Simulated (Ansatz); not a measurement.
TaN:

```
CELL_PARAMETERS angstrom
0.00000 2.17900 2.17900
2.17900 0.00000 2.17900
2.17900 2.17900 0.00000
ATOMIC_POSITIONS crystal
Ta 0.50000 0.50000 0.50000
N 0.00000 0.00000 0.00000
```

```yaml
Program: Ansatz 0.2.0
Task: relaxation of cell and atoms
Functional: r2SCAN
Potentials_or_basis: Ansatz PAW
Cutoff: "500 eV (not typed: the program's choice for these potentials)"
k_mesh: 10 × 10 × 10
Occupations: fermi-dirac, width 0.05 eV
Spin: no spin polarisation
Hubbard_terms: Ta d U = 3 eV
```

At the start: volume 10.35 Å³/atom.

Q: How do energy, volume and symmetry change on relaxing?

A: It ends after 5 steps and the volume is 10.70 Å³/atom (+3.5 %); space group Fm-3m (No. 225, to 0.05 Å).

Step by step:
| step | energy change (eV) | largest force (eV/Å) | volume (Å³) |
| --- | --- | --- | --- |
| 1 | 0.0000 | 0.0000 | 20.69 |
| 2 | -0.0231 | 0.0000 | 21.67 |
| 3 | -0.0267 | 0.0000 | 21.42 |
| 4 | -0.0267 | 0.0000 | 21.41 |
| 5 | -0.0271 | 0.0000 | 21.41 |

Final structure:
```cif
data_structure
_symmetry_space_group_name_H-M 'P 1'
_symmetry_Int_Tables_number 1
_cell_length_a 3.1167
_cell_length_b 3.1167
_cell_length_c 3.1167
_cell_angle_alpha 60.000
_cell_angle_beta 60.000
_cell_angle_gamma 60.000
_cell_volume 21.41
loop_
_atom_site_label
_atom_site_type_symbol
_atom_site_fract_x
_atom_site_fract_y
_atom_site_fract_z
_atom_site_occupancy
Ta1 Ta 0.50000 0.50000 0.50000 1
N1 N 0.00000 0.00000 0.00000 1
```

Caveat: the plane-wave basis is chosen anew once the cell has moved, so the energies of steps on either side of that aren't comparable; U without spin polarisation on a metal has little footing; the PAW data sets come from PBE, with cores solved anew for the run's functional, which leaves a small shift of forces and pressure.
